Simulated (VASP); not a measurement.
# Al in VASP: notebook, part 3 of 3

VASP 6.6.1. The steps go on from the part before.

## 6. Single point, PBE+D3(BJ)

Input file INCAR:

```
SYSTEM = Al
PREC     = Accurate       ! precision mode
ENCUT    = 520            ! plane-wave cutoff, eV
EDIFF    = 1E-7           ! SCF threshold, eV
ISMEAR   = -1             ! smearing method
SIGMA    = 0.15           ! smearing width, eV
LREAL    = .FALSE.        ! projectors in reciprocal space
LASPH    = .TRUE.         ! aspherical terms in the spheres
NELM     = 100            ! most SCF steps
ALGO     = Fast           ! electronic algorithm
ISIF     = 2              ! what is computed and relaxed
LWAVE    = .FALSE.        ! write WAVECAR
LCHARG   = .FALSE.        ! write CHGCAR
GGA      = PE             ! functional
IVDW     = 12             ! dispersion correction
NBANDS   = 30             ! bands
```

Input file KPOINTS:

```
Automatic mesh
0
G
  3 3 1
  0 0 0
```

Input file POSCAR:

```
Al
1.0
    5.7275650000      0.0000000000      0.0000000000
    2.8637820000      4.9602170000      0.0000000000
    0.0000000000      0.0000000000     16.6765370000
Al
12
Direct
    0.1666684945      0.1666660955      0.0599644878
    0.6666715499      0.1666660955      0.0599644878
    0.1666709227      0.6666643818      0.0599644878
    0.6666739781      0.6666643818      0.0599644878
   -0.1425751844      0.3018416331      0.1916105244
    0.4067173188      0.2796651840      0.2123402479
   -0.1834739378      0.8103476118      0.2093000483
    0.3129596918      0.8293588768      0.2029258233
    0.0176010807     -0.0543726212      0.3457672297
    0.4686198209     -0.0202007291      0.3474522318
    0.0225181239      0.4570969375      0.3433926360
    0.5063664412      0.4536495077      0.3604585292
```

Potentials or basis: VASP PAW PBE potentials, release 64 (Al).

Command:

```bash
$ cat potpaw_PBE.64/Al/POTCAR > POTCAR
$ mpirun -np 1 vasp_std > vasp.out
```

OUTCAR:

```text
SYSTEM = Al
   PREC = Accurate
   ENCUT = 520
   EDIFF = 1E-7
   ISMEAR = -1
   LREAL = .FALSE.
   LASPH = .TRUE.
   NELM = 100
   ISIF = 2
   GGA = PE
   IVDW = 12
 IVDW          = 12

 ion  position               nearest neighbor table
   1  0.167  0.167  0.060-   5 2.68   4 2.86   2 2.86   3 2.86   3 2.86   2 2.86   4 2.86   8 2.92
                             6 3.11
   2  0.667  0.167  0.060-   5 2.73   6 2.85   1 2.86   3 2.86   4 2.86   4 2.86   3 2.86   1 2.86
                             7 3.06
   3  0.167  0.667  0.060-   8 2.83   4 2.86   2 2.86   1 2.86   1 2.86   2 2.86   4 2.86   7 3.04
                             6 3.20
   4  0.667  0.667  0.060-   5 2.85   1 2.86   3 2.86   2 2.86   2 2.86   3 2.86   1 2.86   7 2.88
                             8 2.96
   5  0.857  0.302  0.192-   8 2.67   6 2.67   1 2.68   2 2.73   7 2.82   4 2.85   7 2.95  11 2.99
                             8 3.08   6 3.10   9 3.12  12 3.31
   6  0.407  0.280  0.212-   7 2.54   5 2.67  10 2.75  12 2.83   2 2.85   8 2.89  11 2.90   8 2.92
                             5 3.10   1 3.11   3 3.20   7 3.22
   7  0.817  0.810  0.209-   6 2.54   5 2.82   9 2.83   8 2.83  11 2.85  10 2.88   4 2.88   8 2.90
                             5 2.95   3 3.04   2 3.06   6 3.22
   8  0.313  0.829  0.203-   5 2.67   9 2.80   7 2.83   3 2.83  10 2.85   6 2.89   7 2.90   1 2.92
                             6 2.92   4 2.96   5 3.08  12 3.22
   9  0.018  0.946  0.346-  10 2.69  11 2.78   8 2.80  12 2.82   7 2.83  12 2.93  11 2.94  10 3.05
                             5 3.12
  10  0.469  0.980  0.347-  11 2.65   9 2.69   6 2.75  12 2.84   8 2.85   7 2.88  12 2.92   9 3.05
                            11 3.09
  11  0.023  0.457  0.343-  10 2.65  12 2.78   9 2.78   7 2.85   6 2.90   9 2.94  12 2.98   5 2.99
                            10 3.09
  12  0.506  0.454  0.360-  11 2.78   9 2.82   6 2.83  10 2.84  10 2.92   9 2.93  11 2.98   8 3.22
                             5 3.31

  LATTYP: Found a hexagonal cell.
 ALAT       =     5.7275649303
 C/A-ratio  =     2.9116277516

  Lattice vectors:

 A1 = (  -2.8637820000,  -4.9602170000,   0.0000000000)
 A2 = (   5.7275650000,   0.0000000000,   0.0000000000)
 A3 = (   0.0000000000,   0.0000000000,  16.6765370000)

Analysis of symmetry for initial positions (statically):
=====================================================================
 Subroutine PRICEL returns:
 Original cell was already a primitive cell.

 Routine SETGRP: Setting up the symmetry group for a
 hexagonal supercell.

 Subroutine GETGRP returns: Found  1 space group operations
 (whereof  1 operations were pure point group operations)
 out of a pool of 24 trial point group operations.

The static configuration has the point symmetry C_1 .

Analysis of symmetry for dynamics (positions and initial velocities):
=====================================================================
 Subroutine PRICEL returns:
 Original cell was already a primitive cell.

 Routine SETGRP: Setting up the symmetry group for a
 hexagonal supercell.

 Subroutine GETGRP returns: Found  1 space group operations
 (whereof  1 operations were pure point group operations)
 out of a pool of 24 trial point group operations.

The dynamic configuration has the point symmetry C_1 .

 Subroutine INISYM returns: Found  1 space group operations
 (whereof  1 operations are pure point group operations),
 and found     1 'primitive' translations

----------------------------------------------------------------------------------------

                                     Primitive cell
[... 81 lines left out ...]
 SYSTEM =  Al
   PREC   = accura    normal or accurate (medium, high low for compatibility)
   ISTART =      0    job   : 0-new  1-cont  2-samecut
   ICHARG =      2    charge: 1-file 2-atom 10-const
   ISPIN  =      1    spin polarized calculation?
   LNONCOLLINEAR =      F non collinear calculations
   LSORBIT =      F    spin-orbit coupling
   LASPH  =      T    aspherical Exc in radial PAW
   ENCUT  =  520.0 eV  38.22 Ry    6.18 a.u.  10.65 10.65 31.01*2*pi/ulx,y,z
   NELM   =    100;   NELMIN=  2; NELMDL= -5     # of ELM steps
   EDIFF  = 0.1E-06   stopping-criterion for ELM
   LREAL  =      F    real-space projection
   EDIFFG = 0.1E-05   stopping-criterion for IOM
   NSW    =      0    number of steps for IOM
   IBRION =     -1    ionic relax: 0-MD 1-quasi-New 2-CG
   NFREE  =      0    steps in history (QN), initial steepest desc. (CG)
   ISIF   =      2    stress and relaxation
   ISYM   =      2    0-nonsym 1-usesym 2-fastsym
   POTIM  = 0.5000    time-step for ionic-motion
   TEBEG  =    0.0;   TEEND  =   0.0 temperature during run
   PSTRESS=    0.0 pullay stress
   NELECT =      36.0000    total number of electrons
   NUPDOWN=      -1.0000    fix difference up-down
   EMIN   =  10.00;   EMAX   =-10.00  energy-range for DOS
   EFERMI =   0.00;   METHOD = LEGACY
   ISMEAR =    -1;   SIGMA  =   0.15  broadening in eV -4-tet -1-fermi 0-gaus
   EFERMI_NEDOS =   21; number of points for ismear=-14 and -15
   IALGO  =     68    algorithm
   IMIX   =      4    mixing-type and parameters
     AMIX     =   0.40;   BMIX     =  1.00
     AMIX_MAG =   1.60;   BMIX_MAG =  1.00
  volume/ion in A,a.u.               =      39.48       266.44
  Fermi-wavevector in a.u.,A,eV,Ry     =   0.693399  1.310335  6.541719  0.480803
  Thomas-Fermi vector in A             =   1.775602
   LORBIT       =      0    0 simple, 1 ext, 2 COOP (PROOUT), +10 PAW based schemes
   GGA     = PE    functional components
   LHFCALC =     F    Hartree Fock is set to
   AEXX    =    0.0000 exact exchange contribution
   IVDW    =    12    specifies the selected vdW correction
   LEPSILON=     F    determine dielectric tensor
   LRPA    =     F    only Hartree local field effects (RPA)
 non-spin polarized calculation
 RMM-DIIS sequential band-by-band and
  energy-cutoff  :      520.00
  volume of cell :      473.78
 maximum number of plane-waves:     12795
 NGX is ok and might be reduce to    42
   NGX = 21   NGY = 21   NGZ = 63

 number of electron      36.0000000 magnetization

 Free energy of the ion-electron system (eV)
  ---------------------------------------------------
  ext. energy  EPLUGINS =         0.00000000
  ---------------------------------------------------
  free energy    TOTEN  =       -42.01279601 eV

  energy without entropy =      -41.57480629  energy(sigma->0) =      -41.79380115

 E-fermi :   0.9635     XC(G=0):  -5.3868

 val. band max:        0.9194778151   @ k =   0.3333   0.3333   0.0000
 cond. band min:       1.2165465149   @ k =   0.3333   0.0000   0.0000
 fundamental gap:      0.2970686998
 Fermi energy:         0.9635321731

 k-point     1 :       0.0000    0.0000    0.0000
  band No.  band energies     occupation
      1      -9.2114      2.00000
      2      -7.6227      2.00000
      3      -5.2265      2.00000
      4      -3.7171      2.00000
      5      -3.5213      2.00000
      6      -3.3655      2.00000
[... 154 lines left out ...]
     29       4.5643      0.00000
     30       4.7018      0.00000

------------------------ aborting loop because EDIFF is reached ----------------------------------------

 Edisp (eV)   -2.68373

 E8    (eV) :    -1.2490

  FORCE on cell =-STRESS in cart. coord.  units (eV):
  Direction    XX          YY          ZZ          XY          YZ          ZX
  --------------------------------------------------------------------------------------
  -------------------------------------------------------------------------------------
  Total      -6.54192    -6.17388    -2.80518    -1.00704     0.60595     0.18825
  in kB     -22.12277   -20.87816    -9.48625    -3.40550     2.04913     0.63660
  external pressure =      -17.50 kB  Pullay stress =        0.00 kB

 VOLUME and BASIS-vectors are now :
 -----------------------------------------------------------------------------
  energy-cutoff  :      520.00
  volume of cell :      473.78
      direct lattice vectors                 reciprocal lattice vectors
     5.727565000  0.000000000  0.000000000     0.174594265 -0.100802024  0.000000000
     2.863782000  4.960217000  0.000000000     0.000000000  0.201604083  0.000000000
     0.000000000  0.000000000 16.676537000     0.000000000  0.000000000  0.059964488

 POSITION                                       TOTAL-FORCE (eV/Angst)
 -----------------------------------------------------------------------------------
      1.43190      0.82670      1.00000         0.117736     -0.118007     -0.049234
      4.29570      0.82670      1.00000        -0.035075     -0.053552     -0.019739
      2.86380      3.30680      1.00000        -0.012338     -0.011563      0.257905
      5.72760      3.30680      1.00000        -0.081097     -0.051932      0.205807
      5.77536      1.49720      3.19540         0.143129      0.512704      0.647544
      3.13040      1.38720      3.54110        -0.938763      1.144900     -0.198050
      6.99736      4.01950      3.49040         0.589819     -0.878622     -0.220511
      4.16760      4.11380      3.38410         0.149757     -0.580076      0.008553
      2.80888      4.69052      5.76620        -0.441695      0.288322     -0.058690
      5.48998      4.86002      5.79430         0.635559     -0.564042      0.080705
      1.43800      2.26730      5.72660        -0.450388      0.318727     -0.179022
      4.19940      2.25020      6.01120         0.323356     -0.006859     -0.475268
 -----------------------------------------------------------------------------------
    total drift:                                0.000009     -0.000005     -0.000048

  FREE ENERGIE OF THE ION-ELECTRON SYSTEM (eV)
  ---------------------------------------------------
  free  energy   TOTEN  =       -44.6965288706 eV

  energy  without entropy=      -44.2585391525  energy(sigma->0) =      -44.47753401
```

Wall time 86 s (1 thread of Intel Xeon 6975P-C (Granite Rapids), shared host); peak memory 0.59 GiB.

Results:

```yaml
Free_energy: -44.6965 eV
Largest_force: 1.494 eV/Å
Band_gap_on_the_k_mesh: none (metal or under the smearing width)
Dispersion_energy_per_atom: -0.224 eV
```

Forces on the atoms (eV/Å):
```
Al   0.118 -0.118 -0.049
Al  -0.035 -0.054 -0.020
Al  -0.012 -0.012  0.258
Al  -0.081 -0.052  0.206
Al   0.143  0.513  0.648
Al  -0.939  1.145 -0.198
Al   0.590 -0.879 -0.221
Al   0.150 -0.580  0.009
Al  -0.442  0.288 -0.059
Al   0.636 -0.564  0.081
Al  -0.450  0.319 -0.179
Al   0.323 -0.007 -0.475
```

Caveat: the k mesh is coarse (spacing up to 0.42 Å⁻¹), so the values aren't converged.

## 7. Summary

| task | cell | atoms held fixed (from 0) | gap on the mesh (eV) | largest force (eV/Å) |
| --- | --- | --- | --- | --- |
| single point | P-3m1, 39.48 Å³/atom | - | none | 0.03 |
| relaxation of the atoms | atoms relaxed | [0, 1, 2, 3] | none | - |
| single point | P1, 39.48 Å³/atom | - | none | 1.49 |

Alike in all rows: level PBE+D3(BJ); potentials or basis VASP PAW PBE potentials, release 64 (Al); no spin polarisation; k mesh 3 × 3 × 1; cutoff (eV) 520; smearing fermi-dirac 0.15 eV; the mesh is coarse, so values aren't converged.

Caveats: all runs use coarse meshes; the relaxation stopped at its first step, so nothing moved (some runs); the relaxation stopped at a loose force limit of 0.08 eV/Å, so its end isn't a converged minimum (some runs).

Total energies depend on the potentials used, so only differences within one code and one set of settings carry meaning.
